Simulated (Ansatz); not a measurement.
ScAl3:

```
Sc Al
1.0
     4.08781    0.00000    0.00000
     0.00000    4.08781    0.00000
     0.00000    0.00000    4.08781
Sc Al
1 3
Direct
  0.00000 0.00000 0.00000
  0.50000 0.50000 0.00000
  0.00000 0.50000 0.50000
  0.50000 0.00000 0.50000
```

The cell is a database's computed one.

Base run:

| Item | Value |
| --- | --- |
| Program | Ansatz 0.2.0 |
| Functional | BLYP |
| Potentials or basis | Ansatz PAW |
| Cutoff | 420 eV (not typed: the program's choice for these potentials) |
| k mesh | 7 × 7 × 7 |
| Occupations | fermi-dirac, width 0.05 eV |
| Spin | no spin polarisation |

Its results: band gap on the k mesh none (metal or under the smearing width); pressure 3.8 GPa.

Task: The run is repeated on the same cell with these changes: functional from BLYP to revPBE. What comes out?

Result: Band gap on the k mesh none (metal or under the smearing width); pressure 2.7 GPa.

Caveats: the PAW data sets come from PBE, with cores solved anew for the run's functional, which leaves a small shift of forces and pressure.
